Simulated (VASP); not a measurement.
The system is Hf.

```
CELL_PARAMETERS angstrom
0.00000 2.22000 2.22000
2.22000 0.00000 2.22000
2.22000 2.22000 0.00000
ATOMIC_POSITIONS crystal
Hf 0.00000 0.00000 0.00000
```

This isn't the form of Hf at room conditions, which is hcp.

```yaml
Program: VASP 6.6.1
Task: relaxation of cell and atoms
Functional: LDA
Potentials_or_basis: VASP PAW LDA potentials, release 64 (Hf_pv)
Cutoff: 600 eV
k_mesh: 10 × 10 × 10
Occupations: fermi-dirac, width 0.05 eV
Spin: no spin polarisation
```

At the start: pressure -5.7 GPa; volume 21.88 Å³/atom.

How do energy, volume and symmetry change on relaxing?

Over 6 steps the energy falls by 20.5 meV/atom and the volume is 20.78 Å³/atom (-5.0 %); space group Fm-3m (No. 225, to 0.05 Å).

The path:
| step | energy change (eV) | largest force (eV/Å) | pressure (GPa) | volume (Å³) |
| --- | --- | --- | --- | --- |
| 1 | 0.0000 | 0.0000 | -5.72 | 21.88 |
| 2 | 0.0116 | 0.0000 | 8.31 | 19.50 |
| 3 | -0.0205 | 0.0000 | -0.18 | 20.80 |
| 4 | -0.0205 | 0.0000 | 0.09 | 20.77 |
| 5 | -0.0205 | 0.0000 | -0.14 | 20.80 |
| 6 | -0.0205 | 0.0000 | 0.00 | 20.78 |

Final structure:
```
Hf
1.0
     0.00000    2.18199    2.18199
     2.18199    0.00000    2.18199
     2.18199    2.18199    0.00000
Hf
1
Cartesian
  0.0000 0.0000 0.0000
```
